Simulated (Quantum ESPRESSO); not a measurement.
# C (P6_3/mmc) in Quantum ESPRESSO: equation of state

Aim: energy against volume of C in PBE, for its equilibrium volume and stiffness.

The COD entry that gives the cell may itself be a prediction, so a difference from it is no test against experiment.

Program: Quantum ESPRESSO 7.5. These are calculated values, not measurements. Logs are shortened: lines on timing, memory, paths and dates and some standing lists are left out, and cuts for length are marked.

## Step 1: The structure

Symmetry: P6_3/mmc, No. 194, hexagonal system. The conventional cell has a = 2.522 Å, b = 2.522 Å, c = 8.237 Å, α = 90.00°, β = 90.00°, γ = 120.00°. C (site symmetry 3m) is surrounded by 4 C at 1.54 Å. C (site symmetry 3m) has 4 C at 1.54 Å as nearest neighbours.

This is a hexagonal form of diamond, not graphite.

## Step 2: Single point, PBE, 5.33 Å³/atom

The input, pw.in:

```
&CONTROL
  calculation = 'scf'
  prefix = 'pwscf'
  outdir = './tmp'
  pseudo_dir = './pseudo'
  tprnfor = .true.
  tstress = .true.
  disk_io = 'nowf'
/
&SYSTEM
  ibrav = 0
  nat = 8
  ntyp = 1
  ecutwfc = 55
  ecutrho = 440
  nbnd = 24
  occupations = 'smearing'
  smearing = 'fd'
  degauss = 0.00367493
/
&ELECTRONS
  conv_thr = 1.6d-09
  electron_maxstep = 120
  mixing_beta = 0.5
/
ATOMIC_SPECIES
C     12.0110 C.pbe-n-kjpaw_psl.1.0.0.UPF
CELL_PARAMETERS angstrom
   2.4706141248    0.0000000000    0.0000000000
  -1.2353070624    2.1396145950    0.0000000000
   0.0000000000    0.0000000000    8.0689487361
ATOMIC_POSITIONS crystal
C      0.6666666667    0.3333333333    0.8437500000
C      0.3333333333    0.6666666667    0.3437500000
C      0.6666666667    0.3333333333    0.6562500000
C      0.3333333333    0.6666666667    0.1562500000
C      0.0000000000    0.0000000000    0.9062500000
C      0.0000000000    0.0000000000    0.4062500000
C      0.0000000000    0.0000000000    0.5937500000
C      0.0000000000    0.0000000000    0.0937500000
K_POINTS automatic
12 12 4 0 0 0
```

Potentials or basis: SSSP 1.3 efficiency PBE.

The run is started by

```bash
OMP_NUM_THREADS=1 pw.x -in pw.in > pw.out
```

pw.out:

```text
This program is part of the open-source Quantum ESPRESSO suite
     for quantum simulation of materials; please cite
         "P. Giannozzi et al., J. Phys.:Condens. Matter 21 395502 (2009);
         "P. Giannozzi et al., J. Phys.:Condens. Matter 29 465901 (2017);
         "P. Giannozzi et al., J. Chem. Phys. 152 154105 (2020);
     in publications or presentations arising from this work. More details at

     file C.pbe-n-kjpaw_psl.1.0.0.UPF: wavefunction(s)  2S 2P renormalized
     Message from routine setup:
     using ibrav=0 with symmetry is DISCOURAGED, use correct ibrav instead

     G-vector sticks info
     --------------------
     sticks:   dense  smooth     PW     G-vecs:    dense   smooth      PW
     Sum         661     337    109                44969    15791    2813

     Using Slab Decomposition

     bravais-lattice index     =            0
     lattice parameter (alat)  =       4.6688  a.u.
     unit-cell volume          =     287.8419 (a.u.)^3
     number of atoms/cell      =            8
     number of atomic types    =            1
     number of electrons       =        32.00
     number of Kohn-Sham states=           24
     kinetic-energy cutoff     =      55.0000  Ry
     charge density cutoff     =     440.0000  Ry
     scf convergence threshold =      1.6E-09
     mixing beta               =       0.5000
     number of iterations used =            8  plain     mixing
     Exchange-correlation= SLA  PW   PBX  PBC
                           (   1   4   3   4   0   0   0)

     celldm(1)=   4.668784  celldm(2)=   0.000000  celldm(3)=   0.000000
     celldm(4)=   0.000000  celldm(5)=   0.000000  celldm(6)=   0.000000

     crystal axes: (cart. coord. in units of alat)
               a(1) = (   1.000000   0.000000   0.000000 )
               a(2) = (  -0.500000   0.866025   0.000000 )
               a(3) = (   0.000000   0.000000   3.265969 )

     reciprocal axes: (cart. coord. in units 2 pi/alat)
               b(1) = (  1.000000  0.577350 -0.000000 )
               b(2) = (  0.000000  1.154701  0.000000 )
               b(3) = (  0.000000 -0.000000  0.306188 )

     PseudoPot. # 1 for C  read from file:
     C.pbe-n-kjpaw_psl.1.0.0.UPF
     Pseudo is Projector augmented-wave + core cor, Zval =  4.0
     Generated using "atomic" code by A. Dal Corso  v.5.1
     Shape of augmentation charge: PSQ
     Using radial grid of 1073 points,  4 beta functions with:
                l(1) =   0
                l(2) =   0
                l(3) =   1
                l(4) =   1
     Q(r) pseudized with 0 coefficients

     atomic species   valence    mass     pseudopotential
     C                 4.00    12.01100     C ( 1.00)

     24 Sym. Ops., with inversion, found (12 have fractional translation)

   Cartesian axes

[... 15 lines left out ...]
        k(    4) = (   0.0000000   0.0962250   0.0000000), wk =   0.0208333
        k(    5) = (   0.0000000   0.0962250   0.0765470), wk =   0.0416667
        k(    6) = (   0.0000000   0.0962250  -0.1530939), wk =   0.0208333
[... 49 lines left out ...]
        k(   56) = (   0.3333333   0.5773503   0.0765470), wk =   0.0138889
        k(   57) = (   0.3333333   0.5773503  -0.1530939), wk =   0.0069444

     Dense  grid:    44969 G-vectors     FFT dimensions: (  32,  32, 108)

     Smooth grid:    15791 G-vectors     FFT dimensions: (  24,  24,  72)

     Check: negative core charge=   -0.000002

     Initial potential from superposition of free atoms

     starting charge      31.9997, renormalised to      32.0000
     Starting wfcs are   32 randomized atomic wfcs

     Self-consistent Calculation

     iteration #  1     ecut=    55.00 Ry     beta= 0.50
     Davidson diagonalization with overlap
     ethr =  1.00E-02,  avg # of iterations =  2.7

     total energy              =    -147.44879867 Ry
     estimated scf accuracy    <       0.52102645 Ry
[... 12 lines left out ...]
     total energy              =    -147.44033913 Ry
     estimated scf accuracy    <       0.00078037 Ry

     iteration #  4     ecut=    55.00 Ry     beta= 0.50
     Davidson diagonalization with overlap
     c_bands:  1 eigenvalues not converged
     ethr =  2.44E-06,  avg # of iterations =  8.1

     total energy              =    -147.44054625 Ry
     estimated scf accuracy    <       0.00012012 Ry

     iteration #  5     ecut=    55.00 Ry     beta= 0.50
     Davidson diagonalization with overlap
     ethr =  3.75E-07,  avg # of iterations =  1.8
[... 25 lines left out ...]
     iteration #  9     ecut=    55.00 Ry     beta= 0.50
     Davidson diagonalization with overlap
     ethr =  3.22E-11,  avg # of iterations =  2.0

     End of self-consistent calculation

          k = 0.0000 0.0000 0.0000 (  2003 PWs)   bands (ev):

    -7.8450  -6.0779  -6.0248  -1.6681   0.3932   7.5930   7.6765  11.4266
    11.4266  12.5553  12.5553  12.8001  12.8001  14.4087  14.6497  14.6497
    19.9794  19.9794  20.5474  21.8721  21.8721  22.5443  22.9193  22.9195
[... 99 lines left out ...]
    -3.1159  -3.1159  -0.0366  -0.0366   1.5937   1.5937   4.2193   4.2193
     6.9329   6.9329   8.3683   8.3683  10.1815  10.1815  10.9186  10.9186
    19.6263  19.6263  22.0483  22.0483  22.6794  22.6794  24.6015  24.6015

          k = 0.0000-0.5774 0.0000 (  1960 PWs)   bands (ev):

    -2.1826  -1.5368  -0.5979   0.4623   0.5037   0.9042   3.8046   4.2407
     5.6138   7.0659   7.8043   9.3045   9.3278   9.8528  10.7116  11.5406
    19.2604  20.5028  20.6832  20.8402  21.9928  23.2306  23.5669  26.1688

          k = 0.0000-0.5774 0.0765 (  1950 PWs)   bands (ev):

    -2.0984  -1.6209  -0.6900  -0.0616   0.9743   1.6126   3.0686   3.6889
     6.3909   7.4814   7.9055   8.6849   9.5925  10.0413  10.3669  11.3229
    19.3506  20.1013  20.9940  21.5704  22.2098  23.2836  23.6217  25.2354

          k = 0.0000-0.5774-0.1531 (  1964 PWs)   bands (ev):

    -1.8709  -1.8709  -0.5301  -0.5301   1.9204   1.9204   2.6688   2.6688
     7.4424   7.4424   8.2042   8.2042   9.6558   9.6558  10.7618  10.7618
    19.6302  19.6302  21.9640  21.9640  22.5119  22.5119  24.6883  24.6883

          k = 0.0833 0.1443 0.0000 (  2005 PWs)   bands (ev):
[... 211 lines left out ...]
    -0.0734  -0.0734   0.0626   0.0626   2.3826   2.3826   3.2555   3.2555
     4.7764   4.7764   5.5664   5.5664   8.9943   8.9943   9.2208   9.2208
    19.9130  19.9130  24.9927  24.9927  26.2143  26.2143  26.9371  26.9371

     the Fermi energy is    16.8143 ev

!    total energy              =    -147.44055875 Ry
     total all-electron energy =      -609.553341 Ry
     estimated scf accuracy    <          1.7E-11 Ry
     smearing contrib. (-TS)   =       0.00000000 Ry
     internal energy E=F+TS    =    -147.44055875 Ry

     The total energy is F=E-TS. E is the sum of the following terms:
     one-electron contribution =      36.58395938 Ry
     hartree contribution      =       7.57749073 Ry
     xc contribution           =     -37.93379791 Ry
     ewald contribution        =    -104.35292646 Ry
     one-center paw contrib.   =     -49.31528449 Ry

     convergence has been achieved in   9 iterations

     Forces acting on atoms (cartesian axes, Ry/au):

     atom    1 type  1   force =    -0.00000000    0.00000000    0.01371248
     atom    2 type  1   force =    -0.00000000   -0.00000000    0.01371248
     atom    3 type  1   force =     0.00000000    0.00000000   -0.01371248
     atom    4 type  1   force =     0.00000000    0.00000000   -0.01371248
     atom    5 type  1   force =     0.00000000    0.00000000    0.01447393
     atom    6 type  1   force =     0.00000000    0.00000000    0.01447393
     atom    7 type  1   force =    -0.00000000   -0.00000000   -0.01447393
     atom    8 type  1   force =    -0.00000000   -0.00000000   -0.01447393

     Total force =     0.039876     Total SCF correction =     0.000006

     Computing stress (Cartesian axis) and pressure

          total   stress  (Ry/bohr**3)                   (kbar)     P=      332.53
   0.00193261   0.00000000   0.00000000          284.30        0.00        0.00
   0.00000000   0.00193261   0.00000000            0.00      284.30        0.00
   0.00000000   0.00000000   0.00291632            0.00        0.00      429.01

=------------------------------------------------------------------------------=
   JOB DONE.
=------------------------------------------------------------------------------=
```

Wall time 50 s (1 thread of Intel Xeon at 2.70GHz, shared host); peak memory 0.13 GiB.

What came out:

```
Free energy            : -2006.0310 eV
Pressure               : 33.3 GPa
Largest force          : 0.372 eV/Å
Band gap on the k mesh : 4.58 eV, indirect (least direct gap 5.33 eV)
```

## Step 3: Single point, PBE, 5.45 Å³/atom

pw.in, as its differences from that of step 2:

```diff
@@ -28,5 +28,5 @@
 CELL_PARAMETERS angstrom
-   2.4706141248    0.0000000000    0.0000000000
-  -1.2353070624    2.1396145950    0.0000000000
-   0.0000000000    0.0000000000    8.0689487361
+   2.4880133891    0.0000000000    0.0000000000
+  -1.2440066945    2.1546827999    0.0000000000
+   0.0000000000    0.0000000000    8.1257741910
 ATOMIC_POSITIONS crystal
```

Potentials or basis: SSSP 1.3 efficiency PBE.

The run is started by

```bash
OMP_NUM_THREADS=1 pw.x -in pw.in > pw.out
```

It took 65 s on 1 thread of Intel Xeon at 2.70GHz, shared host; peak memory 0.13 GiB.

It converged, with:

- Free energy: -2006.1890 eV
- Pressure: 22.0 GPa
- Largest force: 0.357 eV/Å
- Band gap on the k mesh: 4.53 eV, indirect (least direct gap 5.28 eV)

## Step 4: Single point, PBE, 5.56 Å³/atom

pw.in, as its differences from that of step 3:

```diff
@@ -28,5 +28,5 @@
 CELL_PARAMETERS angstrom
-   2.4880133891    0.0000000000    0.0000000000
-  -1.2440066945    2.1546827999    0.0000000000
-   0.0000000000    0.0000000000    8.1257741910
+   2.5051726443    0.0000000000    0.0000000000
+  -1.2525863222    2.1695431509    0.0000000000
+   0.0000000000    0.0000000000    8.1818157839
 ATOMIC_POSITIONS crystal
```

The run is started by

```bash
OMP_NUM_THREADS=1 pw.x -in pw.in > pw.out
```

It took 48 s on 1 thread of Intel Xeon at 2.70GHz, shared host; peak memory 0.13 GiB.

Results (log left out):

```
Free energy            : -2006.2860 eV
Pressure               : 11.8 GPa
Largest force          : 0.343 eV/Å
Band gap on the k mesh : 4.48 eV, indirect (least direct gap 5.24 eV)
```

(Part 1 of 2 ends here.)
